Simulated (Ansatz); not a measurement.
## CuO: what relativity and spin–orbit coupling change

```xyz
2
Lattice="2.6368 0.0000 0.0000 0.0000 2.6368 0.0000 0.0000 0.0000 2.6368" Properties=species:S:1:pos:R:3 pbc="T T T"
Cu    0.0000    0.0000    0.0000
O     1.3184    1.3184    1.3184
```

Atoms are numbered in the order listed.

The cell was built from the CsCl type and relaxed in the same program, and has space group Pm-3m; it needn't be a known or the stable phase.

Without spin polarisation or U, such a compound can come out metallic where the real one is a magnetic insulator.

One fixed cell is solved with PBE by full-potential LAPW in Ansatz 0.2.0 under different relativistic treatments. Pressure is positive in compression.

Settings: a Γ-centred 12×12×12 k mesh, Fermi–Dirac smearing of 0.08 eV, basis error target 0.25 meV/atom, no spin polarisation.

```
                 setting  P (GPa)  lowest level at Γ above −25 eV, from the valence-band top or, without a gap, the Fermi level (eV)
     scalar-relativistic    -0.02                                                                                             -19.25
        non-relativistic     1.67                                                                                             -19.12
with spin–orbit coupling     0.02                                                                                             -19.25
```
